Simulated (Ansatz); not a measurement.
**ZrC: LAPW beside PAW**

Aim: solve ZrC at one geometry with full-potential LAPW, PAW on the default files and all-electron PAW on datasets made for the crystal, and see where they agree.

Computed with Ansatz 0.2.0 (DFT PBEsol, scalar-relativistic, unless a step's input says otherwise).

## (1) The structure to begin with

It takes space group Fm-3m (No. 225, cubic). Conventional cell: a = 4.700 Å, b = 4.700 Å, c = 4.700 Å, α = 90.00°, β = 90.00°, γ = 90.00°. Zr (site symmetry m-3m) is surrounded by 6 C at 2.35 Å. Around C (site symmetry m-3m) lie 6 Zr at 2.35 Å.

As a file:

```
CELL_PARAMETERS angstrom
0.00000 2.35021 2.35021
2.35021 0.00000 2.35021
2.35021 2.35021 0.00000
ATOMIC_POSITIONS crystal
Zr 0.50000 0.50000 0.50000
C 0.00000 0.00000 0.00000
```

The cell is a measured one (Crystallography Open Database entry 1562921); the temperature and pressure of the measurement aren't taken into account, and nothing was relaxed.

Atoms are numbered in the order of the input: Zr1, C2.

## (2) Full-potential LAPW

Input file input.yaml:

```yaml
crystal:
  lattice:
    - [0.0, 2.35021, 2.35021]
    - [2.35021, 0.0, 2.35021]
    - [2.35021, 2.35021, 0.0]
  atoms:
    - { symbol: Zr, position: [0.5, 0.5, 0.5] }
    - { symbol: C, position: [0.0, 0.0, 0.0] }
kpoints:
  mp_grid: { grid: [15, 15, 15] }
  band_path:
    path:
      - [0.0, 0.0, 0.0]
      - [0.5, 0.0, 0.5]
      - [0.625, 0.25, 0.625]
      - [0.375, 0.375, 0.75]
      - [0.0, 0.0, 0.0]
      - [0.5, 0.5, 0.5]
      - [0.5, 0.25, 0.75]
      - [0.5, 0.0, 0.5]
    npoints: 14
scf:
  occupations: { method: fermi_dirac, width: 0.05 }
hamiltonian:
  xc: pbesol
  pseudopotentials: { kind: all_electron, lapw: { basis_error: 0.00025 } }
output:
  forces: true
  stress: true
  eigenvalues: true
  populations: true
  dos: { projected: true, de: 0.2, e_range: [-14, 8] }
```

Started as:

```bash
$ ansatz run input.yaml --threads 1 --pin off --max-ram 3072MiB --backend cpu --events-out ev --progress --plain --runs-dir out
```

Standard output:

```text
Zr: projections on atomic orbitals take those of the free atom 1s2 2s2 2p6 3s2 3p6 3d10 4s2 4p6 4d2 5s2, of charge +0.00 (hamiltonian.pseudopotentials.projection_atoms)
C: projections on atomic orbitals take those of the free atom 1s2 2s2 2p2, of charge +0.00 (hamiltonian.pseudopotentials.projection_atoms)
LAPW: plane waves up to 8.854 Å⁻¹, error target 2.5e-4 eV per atom; small_component_spin mean_spin; C in spheres of 1.052 Å, 6 of its electrons in bands, Dirac shells []; Zr in spheres of 1.298 Å, 30 of its electrons in bands, Dirac shells []
Engine: ansatz 0.2.0
Pseudopotentials: kind: all_electron
Pseudopotential: Zr, LAPW, valence charge 30, Koelling and Harmon's equation, gaussian nucleus
Pseudopotential: C, LAPW, valence charge 6, Koelling and Harmon's equation, gaussian nucleus
Functional definition: PBEsol
  exchange = pbesol_x
  correlation = pbesol_c
Crystal: 2 atoms, lattice volume = 25.963 Å³
Basis set: ecut = 298.68634743365755 eV, 307 PW (Γ), exchange–correlation at level 2
Bands: 22, of which v1, the nominal top of the filled ones, is band 18 counted from 1 (17 counted from 0)
Symmetry: 48 space group operations
Space group: Fm-3m (ITA 225), of the structure as read, at distance tolerance 3.0e-5 Å
k-points: 120 of 3375
Non-local potential: Zr, projectors of the file, none
Non-local potential: C, projectors of the file, none
Initial density: superposition of atomic densities (chi_scale 0.1, normalization cell, long waves kept (reshape's long-wave potential 0.00 eV rms))
Initial wavefunctions: plane waves of lowest kinetic energy (no species holds an atomic orbital)
Functional: x = pbesol(κ = 0.804, μ = 0.12345679012345678), c = pbesol(β = 0.046)
iter 1 solved again at ethr=1.43e-2 eV; its pass at ethr=1.00e-1 eV (dr2=5.15e0 eV) is discarded
SCF iter   1: F=—  HF=-98908.147310 eV  |F-HF|=—  |Δ(HF+E_count)|=         —  Δρ=1.17e-1  dr2=5.14e0  ethr=1.43e-2  ⟨swp⟩=2.0  Hψ=17489  notcnv=0
preconditioner: auto → Kerker (q_TF=auto, 2.881 Å⁻¹)  [metal: Δε(μ)=0.092 eV  Ē_g=18.235 eV  σ=0.050 eV  W_gap=0.40  n_scr=14 (ndim 8)  ℏωp=27.3 eV  f_vac=0.000  D(μ)=0.09/eV (n_scr^D=0)]
iter 2 solved again at ethr=1.91e-4 eV; its pass at ethr=1.43e-2 eV (dr2=6.87e-2 eV) is discarded
SCF iter   2: F=—  HF=-98906.419998 eV  |F-HF|=—  |Δ(HF+E_count)|=    1.73e0  Δρ=1.90e-2  dr2=6.84e-2  ethr=1.91e-4  ⟨swp⟩=2.0  Hψ=13310  notcnv=0
SCF iter   3: F=—  HF=-98906.411783 eV  |F-HF|=—  |Δ(HF+E_count)|=         —  Δρ=2.45e-2  dr2=2.32e-1  ethr=1.90e-4  ⟨swp⟩=2.7  Hψ=8776  notcnv=0
the basis was enlarged: its passes take 262.6 KiB over the memory plan, 1 of 1 planned eigensolver slots
SCF iter   4: F=—  HF=-98906.390054 eV  |F-HF|=—  |Δ(HF+E_count)|=   2.17e-2  Δρ=3.04e-3  dr2=8.94e-4  ethr=1.90e-4  ⟨swp⟩=2.0  Hψ=8578  notcnv=0
SCF iter   5: F=—  HF=-98906.388326 eV  |F-HF|=—  |Δ(HF+E_count)|=   1.73e-3  Δρ=1.30e-3  dr2=2.67e-4  ethr=2.48e-6  ⟨swp⟩=2.5  Hψ=8240  notcnv=0
SCF iter   6: F=—  HF=-98906.388057 eV  |F-HF|=—  |Δ(HF+E_count)|=   2.68e-4  Δρ=5.34e-4  dr2=9.96e-5  ethr=7.42e-7  ⟨swp⟩=2.2  Hψ=8210  notcnv=0
SCF iter   7: F=—  HF=-98906.388035 eV  |F-HF|=—  |Δ(HF+E_count)|=   2.20e-5  Δρ=2.11e-4  dr2=1.38e-5  ethr=2.77e-7  ⟨swp⟩=2.0  Hψ=8172  notcnv=0
SCF iter   8: F=—  HF=-98906.388034 eV  |F-HF|=—  |Δ(HF+E_count)|=   1.62e-6  Δρ=6.79e-5  dr2=1.64e-6  ethr=3.84e-8  ⟨swp⟩=2.0  Hψ=8172  notcnv=0
SCF iter   9: F=—  HF=-98906.388033 eV  |F-HF|=—  |Δ(HF+E_count)|=   5.22e-7  Δρ=2.52e-5  dr2=2.09e-7  ethr=4.57e-9  ⟨swp⟩=2.0  Hψ=8172  notcnv=0
SCF iter  10: F=-98906.388033 eV  HF=-98906.388033 eV  |F-HF|=4.25e-9  |Δ(HF+E_count)|=   6.39e-8  Δρ=4.24e-6  dr2=5.25e-9  ethr=5.80e-10  ⟨swp⟩=2.0  Hψ=8172  notcnv=0
SCF 1 converged in 10 iterations: F = -98906.388033 eV  dr2 = 5.25e-9
NSCF: frozen V_eff on 99 k-points
SCF converged after 10 iterations
Free energy (F): -98906.388033 eV
Harris-Foulkes:  -98906.388033 eV  (|F-HF|=4.25e-9)
Internal energy: -98906.385484 eV  (E = F + TS)
E sigma→0 (E₀):  -98906.386759 eV
Entropy (-TS):   -0.002549 eV (-1.274 meV/atom)
Fermi energy:    16.381755 eV
--- Per-component energies (eV) ---
  E_band       = -4558.479368
  E_kinetic    = 102112.027152
  E_xc         = -3197.915578
  E_electrostatic = -197820.497058  (all electrons and nuclei)
  E_smearing   = -0.002549  (= −TS)
  E_closure    = 0.000000  (closes the sum)
  E_atoms      = -98887.051451  (free atoms, spherical and without spin; not in F)
  Σ components = -98906.388033   (vs F -98906.388033, Δ=0.00e0)
  Basis errors (estimates in eV, not in F): energy 8.5e-5 per atom: plane waves 7.6e-5 (4.3e-5 summed), levels above the bands 2.9e-28, relativity 7.7e-9, radial functions 9.1e-6, core shells 4.8e-13; eigenvalues (radial functions only) 7.8e-7; not estimated: angular momenta, meshes, grids; target (lapw.basis_error) 2.5e-4; muffin-tin radii C 1.052 Å, Zr 1.298 Å
--- Forces (eV/Å), atoms counted from 1 ---
  atom   1  Zr    -0.00000000    -0.00000000     0.00000000
  atom   2  C     -0.00000000     0.00000000     0.00000000
  max |Σ_I F_I| component: 1.77e-30 eV/Å
--- Stress (GPa, compression-positive) ---
       -4.527142      -0.000000       0.000000
       -0.000000      -4.527142      -0.000000
        0.000000      -0.000000      -4.527142
  P = ⅓ Tr σ = -4.5271 GPa (-45.271 kbar)
--- Band table (eV; the first three rows and the last of 120) ---
  k-point 0: bands = ["-380.9360", "-294.0646", "-294.0646", "-294.0646", "-246.9198", "-151.5011", "-151.5011", "-151.5011", "-151.4878", "-151.4878", "-31.5762", "-9.3174", "-9.3174", "-9.3174", "5.1091", "17.3457", "17.3457", "17.3457", "17.4528", "17.4528", "17.4528", "19.1990"]
  k-point 1: bands = ["-380.9360", "-294.0646", "-294.0646", "-294.0646", "-246.9198", "-151.5011", "-151.5011", "-151.5011", "-151.4878", "-151.4878", "-31.5717", "-9.3580", "-9.3209", "-9.3209", "5.2118", "16.5192", "16.7387", "16.7387", "17.6907", "17.6907", "18.0463", "19.7788"]
  k-point 2: bands = ["-380.9360", "-294.0646", "-294.0646", "-294.0646", "-246.9198", "-151.5011", "-151.5011", "-151.5011", "-151.4878", "-151.4878", "-31.5592", "-9.4711", "-9.3309", "-9.3309", "5.5080", "15.4934", "15.9035", "15.9035", "18.0105", "18.0105", "18.4847", "20.9140"]
  k-point 119: bands = ["-380.9360", "-294.0646", "-294.0646", "-294.0646", "-246.9198", "-151.5011", "-151.5011", "-151.5011", "-151.4878", "-151.4878", "-31.4393", "-9.8583", "-9.8272", "-9.6148", "7.0125", "13.5892", "14.0424", "14.1483", "19.3659", "19.9554", "22.0659", "23.4965"]
--- Löwdin populations: 2 sites ---
  site symbol       q [e]
     0     Zr     39.2413
     1      C      6.7203
  spilling = 0.000836 (of n_electrons = 46.000000)
```

It took 15 s on 1 thread of Intel Xeon 6975P-C (Granite Rapids), shared host; peak memory 0.49 GiB.

This run gives: pressure -4.53 GPa; no gap.

At the corners of the path (eV, zero at the Fermi level):

| point | band 15 | band 16 | band 17 | band 18 | band 19 | band 20 | band 21 |
| --- | --- | --- | --- | --- | --- | --- | --- |
| Γ | -11.27 | 0.96 | 0.96 | 0.96 | 1.07 | 1.07 | 1.07 |
| X | -10.09 | -2.05 | -1.80 | 0.08 | 0.08 | 4.48 | 5.69 |
| U | -9.45 | -3.05 | -2.28 | -1.55 | 1.49 | 4.89 | 5.41 |
| K | -9.45 | -3.05 | -2.28 | -1.55 | 1.49 | 4.89 | 5.41 |
| Γ | -11.27 | 0.96 | 0.96 | 0.96 | 1.07 | 1.07 | 1.07 |
| L | -8.15 | -5.32 | -2.93 | -2.93 | 4.51 | 4.51 | 5.35 |
| W | -9.38 | -2.63 | -2.34 | -2.34 | 3.29 | 3.29 | 5.70 |
| X | -10.09 | -2.05 | -1.80 | 0.08 | 0.08 | 4.48 | 5.69 |

States per cell, counted by energy window (eV from the Fermi level, on a grid of 0.20 eV):

| from | to | total | Zr 4d | C 2p | C 2s |
| --- | --- | --- | --- | --- | --- |
| -10 | -9 | 1.21 | 0.31 | 0.01 | 0.71 |
| -9 | -8 | 0.63 | 0.11 | 0.00 | 0.45 |
| -8 | -7 | 0.00 | 0.00 | 0.00 | 0.00 |
| -7 | -6 | 0.00 | 0.00 | 0.00 | 0.00 |
| -6 | -5 | 0.01 | 0.01 | 0.01 | 0.00 |
| -5 | -4 | 0.45 | 0.17 | 0.21 | 0.01 |
| -4 | -3 | 0.98 | 0.33 | 0.52 | 0.02 |
| -3 | -2 | 2.64 | 1.06 | 1.44 | 0.03 |
| -2 | -1 | 1.42 | 0.65 | 0.72 | 0.01 |
| -1 | 0 | 0.47 | 0.16 | 0.30 | 0.00 |
| 0 | 1 | 0.34 | 0.15 | 0.18 | 0.00 |
| 1 | 2 | 0.60 | 0.40 | 0.17 | 0.01 |
| 2 | 3 | 0.81 | 0.59 | 0.18 | 0.01 |
| 3 | 4 | 1.08 | 0.85 | 0.18 | 0.02 |
| 4 | 5 | 1.81 | 1.50 | 0.24 | 0.02 |

## (3) PAW on the default files

Edit input.yaml of step 2 so:

```diff
@@ -25,3 +25,3 @@
   xc: pbesol
-  pseudopotentials: { kind: all_electron, lapw: { basis_error: 0.00025 } }
+  pseudopotentials: { kind: paw }
 output:
@@ -30,3 +30,9 @@
   eigenvalues: true
+  efg: { contact_densities: true }
   populations: true
+  bader: true
   dos: { projected: true, de: 0.2, e_range: [-14, 8] }
+  write_density: true
+  write_potential: true
+  elf: true
+  volumetric_format: npy
```

Started as:

```bash
$ ansatz run input.yaml --threads 1 --pin off --max-ram 3072MiB --backend cpu --events-out ev --progress --plain --runs-dir out
```

Standard output:

```text
Zr: output.efg is read without spin–orbit coupling, which moves field gradients at and beside such atoms by some per cent and up to a factor of two; PAW files take it under magnetization.noncollinear and magnetization.spin_orbit
[... 1 set-up line as earlier in the session ...]
Pseudopotentials: kind: paw
Pseudopotential: Zr, paw, valence charge 12, recommended cutoff 420 eV (normal)
Pseudopotential: C, paw, valence charge 4, recommended cutoff 420 eV (normal)
[... 3 set-up lines as earlier in the session ...]
Crystal: 2 atoms, lattice volume = 25.963 Å³
Basis set: ecut = 420 eV, 531 PW (Γ), exchange–correlation on 48×48×48 points (8 copies of the dense FFT grid, shifted against one another)
Bands: 12, of which v1, the nominal top of the filled ones, is band 8 counted from 1 (7 counted from 0)
[... 2 set-up lines as earlier in the session ...]
k-points: 120 of 3375
Non-local potential: Zr, projectors of the file, l = 0: 3, l = 1: 2, l = 2: 2, l = 3: 2
Non-local potential: C, projectors of the file, l = 0: 2, l = 1: 2, l = 2: 1
PAW form: soft (Blöchl's): semilocal exchange-correlation on the pseudo side does not see the compensation charge
PAW frozen core: Zr, regenerated for the run's functional, and the local potential with it (the file was generated under x = pbe(κ = 0.804, μ = 0.2195149727645171), c = pbe(β = 0.06672455060314922))
PAW frozen core: C, regenerated for the run's functional, and the local potential with it (the file was generated under x = pbe(κ = 0.804, μ = 0.2195149727645171), c = pbe(β = 0.06672455060314922))
PAW one-centre angular grid: Zr, 590 points (default); XC on 64 Gauss nodes
PAW one-centre angular grid: C, 110 points (default); XC on 64 Gauss nodes
Initial density: superposition of atomic densities (neutral atoms: chi_scale 0, normalization atom), corrected by the library's trained network
Initial wavefunctions: pseudopotential atomic-orbital guess
[... 1 set-up line as earlier in the session ...]
SCF iter   1: F=—  HF=-4377.172806 eV  |F-HF|=—  |Δ(HF+E_count)|=         —  Δρ=8.68e-3  dr2=2.49e-2  ethr=1.77e-3  ⟨swp⟩=5.0  Hψ=7241  notcnv=0
preconditioner: auto → none  [metal: Δε(μ)=0.050 eV  Ē_g=17.943 eV  σ=0.050 eV  W_gap=0.24  n_scr=8 (ndim 8)  ℏωp=27.3 eV  f_vac=0.000  D(μ)=0.31/eV (n_scr^D=0)  sad-step TF]
SCF iter   2: F=—  HF=-4377.168981 eV  |F-HF|=—  |Δ(HF+E_count)|=   3.82e-3  Δρ=5.39e-3  dr2=1.03e-2  ethr=1.55e-4  ⟨swp⟩=1.0  Hψ=2400  notcnv=0
SCF iter   3: F=—  HF=-4377.166711 eV  |F-HF|=—  |Δ(HF+E_count)|=   2.27e-3  Δρ=6.59e-4  dr2=5.59e-5  ethr=6.42e-5  ⟨swp⟩=2.0  Hψ=2102  notcnv=0
SCF iter   4: F=—  HF=-4377.166691 eV  |F-HF|=—  |Δ(HF+E_count)|=   1.95e-5  Δρ=1.56e-4  dr2=2.42e-6  ethr=3.49e-7  ⟨swp⟩=2.0  Hψ=2327  notcnv=0
SCF iter   5: F=—  HF=-4377.166692 eV  |F-HF|=—  |Δ(HF+E_count)|=   4.86e-7  Δρ=2.53e-5  dr2=1.03e-7  ethr=1.51e-8  ⟨swp⟩=3.0  Hψ=2375  notcnv=0
SCF iter   6: F=-4377.166692 eV  HF=-4377.166692 eV  |F-HF|=5.46e-11  |Δ(HF+E_count)|=   4.33e-8  Δρ=1.35e-6  dr2=1.98e-10  ethr=6.25e-10  ⟨swp⟩=7.7  Hψ=7358  notcnv=0
SCF 1 converged in 6 iterations: F = -4377.166692 eV  dr2 = 1.98e-10
NSCF: frozen V_eff on 99 k-points
SCF converged after 6 iterations
Free energy (F): -4377.166692 eV
Harris-Foulkes:  -4377.166692 eV  (|F-HF|=5.46e-11)
Internal energy: -4377.164145 eV  (E = F + TS)
E sigma→0 (E₀):  -4377.165418 eV
Entropy (-TS):   -0.002547 eV (-1.273 meV/atom)
Fermi energy:    14.728190 eV
--- Per-component energies (eV) ---
  E_band       = -49.898599
  E_kinetic    = 421.778122
  E_local      = -595.555677  (includes V_loc(G=0)·N_el)
  E_nonlocal   = 106.083298
  E_hartree    = 178.098653
  E_xc         = -209.676432
  E_vxc        = -251.671948  (∫ρ·V_xc dr)
  E_paw        = -2994.186055  (= ΣΔE_a)
  E_vpaw       = -86.729469  (= ΣTr[D̂ρ^β])
  E_aug_tail   = 0.000033  (compensation charges beyond the density's cutoff)
  E_ewald      = -1283.892908
  E_core_change = 0.186821  (= ΣΔE_core)
  E_smearing   = -0.002547  (= −TS)
  E_closure    = 0.000000  (closes the sum)
  Σ components = -4377.166692   (vs F -4377.166692, Δ=0.00e0)
--- Forces (eV/Å), atoms counted from 1 ---
  atom   1  Zr     0.00000000     0.00000000    -0.00000000
  atom   2  C     -0.00000000     0.00000000    -0.00000000
  max |Σ_I F_I| component: 2.66e-29 eV/Å
--- Stress (GPa, compression-positive) ---
       -4.584836      -0.000000      -0.000000
       -0.000000      -4.584836      -0.000000
        0.000000      -0.000000      -4.584836
  P = ⅓ Tr σ = -4.5848 GPa (-45.848 kbar)
--- PAW observables at the nuclei: V_zz in 10²¹ V/m², potentials from the cell's mean, atoms counted from 1 ---
  atom   1  Zr V_zz =    +0.000000   η = 0.0000   by run symmetry: forbidden
            electrostatic potential = -5929.903091 V   contact ρ = 489712.088587 e/Å³
  atom   2  C  V_zz =    +0.000000   η = 0.0000   by run symmetry: forbidden
            electrostatic potential = -423.213720 V   contact ρ = 862.680050 e/Å³
--- Band table (eV; the first three rows and the last of 120) ---
  k-point 0: bands = ["-33.2322", "-10.9726", "-10.9726", "-10.9726", "3.4550", "15.6919", "15.6919", "15.6919", "15.7994", "15.7994", "15.7994", "17.5466"]
  k-point 1: bands = ["-33.2278", "-11.0132", "-10.9761", "-10.9761", "3.5578", "14.8654", "15.0850", "15.0850", "16.0373", "16.0373", "16.3927", "18.1262"]
  k-point 2: bands = ["-33.2152", "-11.1263", "-10.9860", "-10.9860", "3.8540", "13.8398", "14.2497", "14.2497", "16.3570", "16.3570", "16.8314", "19.2612"]
  k-point 119: bands = ["-33.0952", "-11.5134", "-11.4823", "-11.2699", "5.3579", "11.9347", "12.3882", "12.4941", "17.7123", "18.3015", "20.4099", "21.8422"]
--- Löwdin populations: 2 sites ---
  site symbol       q [e]
     0     Zr     11.2516
     1      C      4.7037
  spilling = 0.002792 (of n_electrons = 16.000000)
--- Bader charges: 2 sites ---
  site symbol  charge [e]  shift [e]
     0     Zr      1.8561     0.0013
     1      C     -1.8561     0.0013
  estimated error of the sums over rays = 8.2e-4 e
```

It took 9.1 s on 1 thread of Intel Xeon 6975P-C (Granite Rapids), shared host; peak memory 0.44 GiB.

This run gives: pressure -4.58 GPa; no gap.

| atom | Bader charge (e) | basin volume (Å³) |
| --- | --- | --- |
| Zr1 | +1.86 | 11.91 |
| C2 | -1.86 | 14.05 |

The fields are shown in the conventional cell of this run's space group, carried over from its grid by interpolation.

Density in a lattice plane of the grid's cell (edges 4.70 and 4.70 Å, at 0.000 of the third edge), which holds Zr and C.

Ten even steps from '0' (0.17 e/Å³) to '9' (4.14 e/Å³):
```
333210013699899631001233
322100001468986410000122
111000000134543100000011
000000000011111000000000
000000000000000000000000
111000000000000000000011
543100000011111000000134
986410000122322100001468
899631001233333210013699
689731001233333210013798
899631001233333210013699
986410000122322100001468
543100000011111000000134
111000000000000000000011
000000000000000000000000
000000000011111000000000
111000000134543100000011
322100001468986410000122
333210013699899631001233
333210013798689731001233
```
Columns run along the first of these edges and rows up along the second, over one cell in 24 and 20 even steps from the bottom left corner. Atoms in the plane (fractional): Zr at (0.00, 0.50), Zr at (0.50, 0.00), C at (0.00, 0.00), C at (0.50, 0.50).

ELF in the same plane.

Ten even steps from '0' (0.01) to '9' (0.81):
```
237996238985359983269973
789996225899899852269998
999985212579997521258999
766653211234543211235666
222222222222222222222222
543211235666766653211234
997521258999999985212579
899852269998789996225899
358983269973237996238995
027984269961016996248972
359983269973237996238985
899852269998789996225899
997521258999999985212579
543211235666766653211234
222222222222222222222222
766653211234543211235666
999985212579997521258999
789996225899899852269998
237996238995358983269973
016996248972027984269961
```
Columns run along the first of these edges and rows up along the second, over one cell in 24 and 20 even steps from the bottom left corner. Atoms in the plane (fractional): Zr at (0.00, 0.50), Zr at (0.50, 0.00), C at (0.00, 0.00), C at (0.50, 0.50).

Both are smooth fields of the valence electrons: close to the nuclei they are not physical.

The highest ELF values outside the cores: 0.80 in the shell around C, 0.8 Å from C.

[end of part 1 of 2]
